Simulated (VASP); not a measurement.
# AlAs (F-43m) in VASP: a series of runs

One crystal, AlAs, is run at these levels: HSE06, PBE0; tasks: band structure.

All numbers are computed with VASP 6.6.1; they aren't measurements. Logs are shortened: lines on timing, memory, paths and dates and some standing lists are left out, and cuts for length are marked.

## Step 1: The crystal as given

Symmetry: F-43m, No. 216, cubic system. Conventional cell: a = 5.682 Å, b = 5.682 Å, c = 5.682 Å, α = 90.00°, β = 90.00°, γ = 90.00°. Around Al (site symmetry -43m) lie 4 As at 2.46 Å. Around As (site symmetry -43m) lie 4 Al at 2.46 Å.

## Step 2: Band structure, HSE06

POSCAR reads:

```
AlAs                                    
1.0
    0.0000000000      2.8408844733      2.8408844733
    2.8408844733      0.0000000000      2.8408844733
    2.8408844733      2.8408844733      0.0000000000
  Al              As            
     1     1
Direct
     0.0000000000000000    0.0000000000000000    0.0000000000000000
     0.2500000000000000    0.2500000000000000    0.2500000000000000
```

INCAR.step1 reads:

```
ALGO = Normal ; EDIFF = 1E-5
ENCUT = 520 ; GGA = PE
ISIF = 2 ; ISMEAR = 0
KPAR = 4 ; LASPH = T
LCHARG = F ; LREAL = F
LWAVE = T ; NBANDS = 11
NELM = 80 ; PREC = Accurate
SIGMA = 0.03
```

INCAR.step2 reads:

```
ALGO = Normal ; EDIFF = 1E-6
ENCUT = 520 ; GGA = PE
HFSCREEN = 0.2 ; ISIF = 2
ISMEAR = 0 ; ISTART = 1
KPAR = 4 ; LASPH = T
LCHARG = F ; LHFCALC = T
LREAL = F ; LWAVE = F
NBANDS = 11 ; NELM = 80
PREC = Accurate ; PRECFOCK = Fast
SIGMA = 0.03
```

KPOINTS reads:

```
k-points
0
Gamma
  6 6 6
```

KPOINTS_OPT reads:

```
explicit points
6
Reciprocal
 0.0000000000  0.0000000000  0.0000000000 1
 0.3750000000  0.3750000000  0.7500000000 1
 0.5000000000  0.5000000000  0.5000000000 1
 0.6250000000  0.2500000000  0.6250000000 1
 0.5000000000  0.2500000000  0.7500000000 1
 0.5000000000  0.0000000000  0.5000000000 1
```

Potentials or basis: VASP PAW PBE potentials, release 64 (Al, As).

On the command line:

```bash
cat potpaw_PBE.64/Al/POTCAR potpaw_PBE.64/As/POTCAR > POTCAR
cp INCAR.step1 INCAR
mpirun -np 4 vasp_std > vasp.out
cp INCAR.step2 INCAR
mpirun -np 4 vasp_std > vasp.out
```

OUTCAR:

```text
EDIFF = 1E-6
   ENCUT = 520
   GGA = PE
   HFSCREEN = 0.2
   ISIF = 2
   ISMEAR = 0
   ISTART = 1
   LASPH = T
   LHFCALC = T
   LREAL = F
   NELM = 80
   PREC = Accurate
   PRECFOCK = Fast

 ion  position               nearest neighbor table
   1  0.000  0.000  0.000-   2 2.46   2 2.46   2 2.46   2 2.46
   2  0.250  0.250  0.250-   1 2.46   1 2.46   1 2.46   1 2.46

  LATTYP: Found a face centered cubic cell.
 ALAT       =     5.6817689466

  Lattice vectors:

 A1 = (   0.0000000000,   2.8408844733,   2.8408844733)
 A2 = (   2.8408844733,   0.0000000000,   2.8408844733)
 A3 = (   2.8408844733,   2.8408844733,   0.0000000000)

Analysis of symmetry for initial positions (statically):
=====================================================================
 Subroutine PRICEL returns:
 Original cell was already a primitive cell.

 Routine SETGRP: Setting up the symmetry group for a
 face centered cubic supercell.

 Subroutine GETGRP returns: Found 24 space group operations
 (whereof 24 operations were pure point group operations)
 out of a pool of 48 trial point group operations.

The static configuration has the point symmetry T_d .

Analysis of symmetry for dynamics (positions and initial velocities):
=====================================================================
 Subroutine PRICEL returns:
 Original cell was already a primitive cell.

 Routine SETGRP: Setting up the symmetry group for a
 face centered cubic supercell.

 Subroutine GETGRP returns: Found 24 space group operations
 (whereof 24 operations were pure point group operations)
 out of a pool of 48 trial point group operations.

The dynamic configuration has the point symmetry T_d .

 Subroutine INISYM returns: Found 24 space group operations
 (whereof 24 operations are pure point group operations),
 and found     1 'primitive' translations

----------------------------------------------------------------------------------------

                                     Primitive cell

  volume of cell :      45.8554

  direct lattice vectors                    reciprocal lattice vectors
     0.000000000  2.840884473  2.840884473    -0.176001525  0.176001525  0.176001525
     2.840884473  0.000000000  2.840884473     0.176001525 -0.176001525  0.176001525
     2.840884473  2.840884473  0.000000000     0.176001525  0.176001525 -0.176001525

  length of vectors
     4.017617351  4.017617351  4.017617351     0.304843584  0.304843584  0.304843584

  position of ions in fractional coordinates (direct lattice)
     0.000000000  0.000000000  0.000000000
     0.250000000  0.250000000  0.250000000

  ion indices of the primitive-cell ions
   primitive index   ion index
                 1           1
                 2           2

----------------------------------------------------------------------------------------

 KPOINTS: k-points

Automatic generation of k-mesh.
 Grid dimensions read from file:
 generate k-points for:    6    6    6

 Generating k-lattice:

  Cartesian coordinates                     Fractional coordinates (reciprocal lattice)
    -0.029333588  0.029333588  0.029333588     0.166666667  0.000000000  0.000000000
     0.029333588 -0.029333588  0.029333588     0.000000000  0.166666667  0.000000000
     0.029333588  0.029333588 -0.029333588     0.000000000  0.000000000  0.166666667

  Length of vectors
     0.050807264  0.050807264  0.050807264

  Shift w.r.t. Gamma in fractional coordinates (k-lattice)
     0.000000000  0.000000000  0.000000000

 Subroutine IBZKPT returns following result:
 ===========================================

 Found     16 irreducible k-points:

 Following reciprocal coordinates:
            Coordinates               Weight
  0.000000  0.000000  0.000000      1.000000
  0.166667  0.000000  0.000000      8.000000
  0.333333  0.000000  0.000000      8.000000
  0.500000  0.000000  0.000000      4.000000
  0.166667  0.166667  0.000000      6.000000
  0.333333  0.166667  0.000000     24.000000
[... 8 lines left out ...]
 -0.333333  0.333333  0.166667     24.000000
 -0.333333  0.500000  0.166667     12.000000
   k-points           NKPTS =     16   k-points in BZ     NKDIM =    216   number of bands    NBANDS=     11
   number of dos      NEDOS =    301   number of ions     NIONS =      2
   total plane-waves  NPLWV =  27000
   dimension x,y,z NGX =    30 NGY =   30 NGZ =   30
   dimension x,y,z NGXF=    60 NGYF=   60 NGZF=   60
   ions per type =               1   1
   NGX,Y,Z   is equivalent  to a cutoff of  12.41, 12.41, 12.41 a.u.
   NGXF,Y,Z  is equivalent  to a cutoff of  24.83, 24.83, 24.83 a.u.
 SYSTEM =  unknown system
   PREC   = accura    normal or accurate (medium, high low for compatibility)
   ISTART =      1    job   : 0-new  1-cont  2-samecut
   ICHARG =      0    charge: 1-file 2-atom 10-const
   ISPIN  =      1    spin polarized calculation?
   LNONCOLLINEAR =      F non collinear calculations
   LSORBIT =      F    spin-orbit coupling
   LASPH  =      T    aspherical Exc in radial PAW
   ENCUT  =  520.0 eV  38.22 Ry    6.18 a.u.   7.47  7.47  7.47*2*pi/ulx,y,z
   NELM   =     80;   NELMIN=  2; NELMDL=  0     # of ELM steps
   EDIFF  = 0.1E-05   stopping-criterion for ELM
   LREAL  =      F    real-space projection
   EDIFFG = 0.1E-04   stopping-criterion for IOM
   NSW    =      0    number of steps for IOM
   IBRION =     -1    ionic relax: 0-MD 1-quasi-New 2-CG
   NFREE  =      0    steps in history (QN), initial steepest desc. (CG)
   ISIF   =      2    stress and relaxation
   ISYM   =      3    0-nonsym 1-usesym 2-fastsym
   POTIM  = 0.5000    time-step for ionic-motion
   TEBEG  =    0.0;   TEEND  =   0.0 temperature during run
   PSTRESS=    0.0 pullay stress
   NELECT =       8.0000    total number of electrons
   NUPDOWN=      -1.0000    fix difference up-down
   EMIN   =  10.00;   EMAX   =-10.00  energy-range for DOS
   EFERMI =   0.00;   METHOD = LEGACY
   ISMEAR =     0;   SIGMA  =   0.03  broadening in eV -4-tet -1-fermi 0-gaus
   EFERMI_NEDOS =   21; number of points for ismear=-14 and -15
   IALGO  =     38    algorithm
   IMIX   =      1    mixing-type and parameters
     AMIX     =   0.40;   BMIX     =  1.00
     AMIX_MAG =   1.60;   BMIX_MAG =  1.00
  volume/ion in A,a.u.               =      22.93       154.72
  Fermi-wavevector in a.u.,A,eV,Ry     =   0.914762  1.728649 11.385202  0.836789
  Thomas-Fermi vector in A             =   2.039426
   LORBIT       =      0    0 simple, 1 ext, 2 COOP (PROOUT), +10 PAW based schemes
   GGA     = PE    functional components
   LHFCALC =     T    Hartree Fock is set to
   PRECFOCK=fast      Normal, Fast or Accurate (Low or Medium for compatibility)
   ENCUT4O =  -1.0   cutoff for four orbital integrals eV
   NKREDX  =     1    reduce k-point grid by
   NKREDY  =     1    reduce k-point grid by
   NKREDZ  =     1    reduce k-point grid by
   AEXX    =    0.2500 exact exchange contribution
   HFSCREEN=    0.2000 screening length (either q_TF or 0.3 A-1)
   HFSCREENC=   0.2000 screening length for correlation (either q_TF or 0.3 A-1)
   ENCUTFOCK=  -1.0 apply spherical cutoff to Coloumb kernel
   IVDW    =     0    specifies the selected vdW correction
   LEPSILON=     F    determine dielectric tensor
   LRPA    =     F    only Hartree local field effects (RPA)
 non-spin polarized calculation
 Gauss-broadening in eV      SIGMA  =   0.03
  energy-cutoff  :      520.00
  volume of cell :       45.86
 maximum number of plane-waves:      1258
 NGX is ok and might be reduce to    30
  NGX = 18; NGY = 18; NGZ = 18

 number of electron       7.9999999 magnetization

 Free energy of the ion-electron system (eV)
  ---------------------------------------------------
  ext. energy  EPLUGINS =         0.00000000
  ---------------------------------------------------
  free energy    TOTEN  =       -10.99469134 eV

  energy without entropy =      -10.99469134  energy(sigma->0) =      -10.99469134

 E-fermi :   3.5270     XC(G=0):  -7.5057

 val. band max:        3.3277525041   @ k =   0.0000   0.0000   0.0000
 cond. band min:       5.4504402004   @ k =   0.5000   0.5000   0.0000
 fundamental gap:      2.1226876963
 Fermi energy:         3.5270279097

 k-point     1 :       0.0000    0.0000    0.0000
  band No.  band energies     occupation
      1      -9.6948      2.00000
      2       3.3278      2.00000
      3       3.3278      2.00000
      4       3.3278      2.00000
      5       6.1787      0.00000
      6       8.4728      0.00000
      7       8.4728      0.00000
      8       8.4728      0.00000
      9      13.1674      0.00000
     10      13.4112      0.00000
     11      13.4112      0.00000

 k-point     2 :       0.1667    0.0000    0.0000
  band No.  band energies     occupation
      1      -9.3985      2.00000
      2       1.1238      2.00000
      3       3.0485      2.00000
      4       3.0485      2.00000
      5       6.9515      0.00000
      6       8.9377      0.00000
      7       8.9377      0.00000
      8       9.3981      0.00000
      9      12.5737      0.00000
     10      12.5737      0.00000
     11      14.0739      0.00000

 k-point     3 :       0.3333    0.0000    0.0000
  band No.  band energies     occupation
      1      -8.6466      2.00000
      2      -1.5403      2.00000
      3       2.6122      2.00000
      4       2.6122      2.00000
      5       6.4600      0.00000
      6       9.0797      0.00000
      7       9.0797      0.00000
      8      11.8149      0.00000
      9      13.4409      0.00000
     10      13.4409      0.00000
     11      13.7009      0.00000
[... 155 lines left out ...]
 k-point    15 :      -0.3333    0.3333    0.1667
  band No.  band energies     occupation
      1      -7.6579      2.00000
      2      -2.2657      2.00000
      3      -0.0743      2.00000
      4       1.1667      2.00000
      5       8.0561      0.00000
      6       8.7819      0.00000
      7      11.0231      0.00000
      8      11.7385      0.00000
      9      12.7759      0.00000
     10      16.0211      0.00000
     11      17.3187      0.00000

 k-point    16 :      -0.3333    0.5000    0.1667
  band No.  band energies     occupation
      1      -7.4774      2.00000
      2      -2.3529      2.00000
      3       0.1735      2.00000
      4       0.4582      2.00000
      5       7.2554      0.00000
      6       8.2545      0.00000
      7      11.4903      0.00000
      8      12.1800      0.00000
      9      15.1551      0.00000
     10      16.8457      0.00000
     11      17.1565      0.00000

------------------------ aborting loop because EDIFF is reached ----------------------------------------

  FORCE on cell =-STRESS in cart. coord.  units (eV):
  Direction    XX          YY          ZZ          XY          YZ          ZX
  --------------------------------------------------------------------------------------
  -------------------------------------------------------------------------------------
  Total       -0.0600471     -0.0600471     -0.0600471     -0.0000000     -0.0000000     -0.0000000
  in kB       -2.0980313     -2.0980313     -2.0980313     -0.0000000     -0.0000000     -0.0000000
  external PRESSURE =      -2.0980313 kB  Pullay stress =       0.0000000 kB

 VOLUME and BASIS-vectors are now :
 -----------------------------------------------------------------------------
  energy-cutoff  :      520.00
  volume of cell :       45.86
      direct lattice vectors                 reciprocal lattice vectors
     0.000000000  2.840884473  2.840884473    -0.176001525  0.176001525  0.176001525
     2.840884473  0.000000000  2.840884473     0.176001525 -0.176001525  0.176001525
     2.840884473  2.840884473  0.000000000     0.176001525  0.176001525 -0.176001525

 POSITION                                       TOTAL-FORCE (eV/Angst)
 -----------------------------------------------------------------------------------
      0.00000      0.00000      0.00000        -0.000000     -0.000000     -0.000000
      1.42044      1.42044      1.42044         0.000000      0.000000      0.000000
 -----------------------------------------------------------------------------------
    total drift:                               -0.000000     -0.000000     -0.000000

  FREE ENERGIE OF THE ION-ELECTRON SYSTEM (eV)
  ---------------------------------------------------
  free  energy   TOTEN  =       -10.9946913440 eV

  energy  without entropy=      -10.9946913440  energy(sigma->0) =      -10.99469134
```

It took 4.3 min on 4 MPI ranks of Intel Xeon Platinum 8375C at 2.90GHz (Ice Lake), shared host; peak memory 0.29 GiB.

What came out:

```
Free energy             : -10.9947 eV
Pressure                : -0.2 GPa
Band gap on the k mesh  : 2.12 eV, indirect (least direct gap 2.85 eV)
Band gap along the path : 2.12 eV, indirect (least direct gap 2.85 eV)
```

Levels at points of the mesh, in eV from the valence-band top:
```tsv
k point	band 1	band 2	band 3	band 4	band 5	band 6	band 7	band 8	band 9
(0.00, 0.00, 0.00)	-13.02	0.00	0.00	0.00	2.85	5.14	5.14	5.14	9.84
(0.50, 0.00, 0.00)	-11.45	-6.08	-0.89	-0.89	2.89	5.56	5.56	8.70	12.29
(0.50, 0.50, 0.00)	-10.83	-5.94	-2.35	-2.35	2.12	3.01	11.58	11.58	12.96
```

Caveat: the PAW data sets were made with another functional, which shifts forces and pressure a little.

## Step 3: Band structure, PBE0

POSCAR is that of step 2.

INCAR.step1 is that of step 2.

INCAR.step2 reads:

```
AEXX = 0.25 ; ALGO = Normal
EDIFF = 1E-6 ; ENCUT = 520
GGA = PE ; HFRCUT = -1
ISIF = 2 ; ISMEAR = 0
ISTART = 1 ; KPAR = 4
LASPH = T ; LCHARG = F
LHFCALC = T ; LREAL = F
LWAVE = F ; NBANDS = 11
NELM = 80 ; PREC = Accurate
PRECFOCK = Fast ; SIGMA = 0.03
```

KPOINTS is that of step 2.

KPOINTS_OPT is that of step 2.

Potentials or basis: VASP PAW PBE potentials, release 64 (Al, As).

On the command line:

```bash
cat potpaw_PBE.64/Al/POTCAR potpaw_PBE.64/As/POTCAR > POTCAR
cp INCAR.step1 INCAR
mpirun -np 4 vasp_std > vasp.out
cp INCAR.step2 INCAR
mpirun -np 4 vasp_std > vasp.out
```

Wall time 3.6 min (4 MPI ranks of Intel Xeon Platinum 8375C at 2.90GHz (Ice Lake), shared host); peak memory 0.21 GiB.

It converged, with:

```yaml
Free_energy: -11.8387 eV
Pressure: -0.3 GPa
Band_gap_on_the_k_mesh: 2.76 eV, indirect (least direct gap 3.48 eV)
Band_gap_along_the_path: 2.76 eV, indirect (least direct gap 3.48 eV)
```

Levels at points of the mesh, in eV from the valence-band top:
```tsv
k point	band 2	band 3	band 4	band 5	band 6	band 7
(0.00, 0.00, 0.00)	0.00	0.00	0.00	3.48	5.82	5.82
(0.50, 0.00, 0.00)	-6.17	-0.91	-0.91	3.53	6.23	6.23
(0.50, 0.50, 0.00)	-6.02	-2.39	-2.39	2.76	3.66	12.30
```

Caveat: the PAW data sets were made with another functional, which shifts forces and pressure a little.
